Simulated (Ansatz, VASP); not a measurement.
## Two plane-wave programs on Na3H

```
Na H
1.0
     3.29818    0.00000    0.00000
     0.00000    3.48998    0.00000
     0.00000    0.00000   10.07194
Na H
3 1
Direct
  0.50000 0.00000 0.00000
  0.50000 0.00000 0.65759
  0.50000 0.00000 0.34241
  0.00000 0.00000 0.50000
```

Alike in both runs: functional PBE; k mesh 6 × 4 × 2; occupations gaussian, width 0.1 eV; no spin polarisation.

Ansatz relaxed the structure, and its values are those at the end. VASP's run is a single point on that final structure, the one shown.

|  | VASP | Ansatz |
| --- | --- | --- |
| version | VASP 6.6.1 | Ansatz 0.2.0 |
| potentials or method | VASP PAW PBE potentials, release 64 (Na_pv, H) | scalar-relativistic, plane waves, PAW |
| plane-wave cutoff (eV) | 520 | 420 |
| valence electrons in the cell | 22 | 28 |

```csv
,VASP,Ansatz,Ansatz less VASP
gap on the k mesh at the Fermi level (eV),none,none,-
pressure (GPa),-0.1,0.0,+0.01
rms of the force components (eV/Å),0.006,0.005,-0.0013
```

A gap of «none» marks a metal or a gap that the smearing closes. The two sets of potentials don't hold the same shells in valence.

Caveats: the k mesh is coarse (spacing up to 0.45 Å⁻¹), so the values aren't converged.
